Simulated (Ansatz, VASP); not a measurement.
# ZrC in VASP and in Ansatz

Contents of INCAR:

```
PREC = Accurate ; ENCUT = 520
EDIFF = 1E-6 ; ISMEAR = -1
SIGMA = 0.05 ; LREAL = F
LASPH = T ; NELM = 100
ALGO = Fast ; ISIF = 2
LWAVE = F ; LCHARG = F
GGA = PE ; NBANDS = 15
```

Contents of KPOINTS:

```
regular mesh
0
Gamma
  10 10 10
```

Contents of POSCAR:

```
ZrC
1.0
    0.0000000000      2.3650000000      2.3650000000
    2.3650000000      0.0000000000      2.3650000000
    2.3650000000      2.3650000000      0.0000000000
Zr C
1 1
Direct
    0.5000000000      0.5000000000      0.5000000000
    0.0000000000      0.0000000000      0.0000000000
```

The input input.yaml:

```yaml
crystal:
  lattice:
    - [0.0, 2.365, 2.365]
    - [2.365, 0.0, 2.365]
    - [2.365, 2.365, 0.0]
  atoms:
    - { symbol: Zr, position: [0.5, 0.5, 0.5] }
    - { symbol: C, position: [0.0, 0.0, 0.0] }
kpoints:
  mp_grid: { grid: [10, 10, 10] }
scf:
  occupations: { method: fermi_dirac, width: 0.05 }
hamiltonian:
  xc: pbe
  pseudopotentials: { kind: all_electron, lapw: { basis_error: 0.0005 } }
output:
  forces: true
  stress: true
  eigenvalues: true
```

Alike in both runs: task single point; functional PBE; k mesh 10 × 10 × 10; occupations fermi-dirac, width 0.05 eV; no spin polarisation.

|  | VASP | Ansatz |
| --- | --- | --- |
| version | VASP 6.6.1 | Ansatz 0.2.0 |
| potentials or method | VASP PAW PBE potentials, release 64 (Zr_sv, C) | all-electron LAPW, scalar-relativistic |
| plane-wave cutoff (eV) | 520 | see its input |

|  | VASP | Ansatz | Ansatz less VASP |
| --- | --- | --- | --- |
| gap on the k mesh at the Fermi level (eV) | none | none | - |
| pressure (GPa) | -2.7 | -2.9 | -0.17 |

A gap of «none» marks a metal or a gap that the smearing closes. Ansatz ran all-electron here, so the differences hold the error of VASP's frozen core and of both bases.
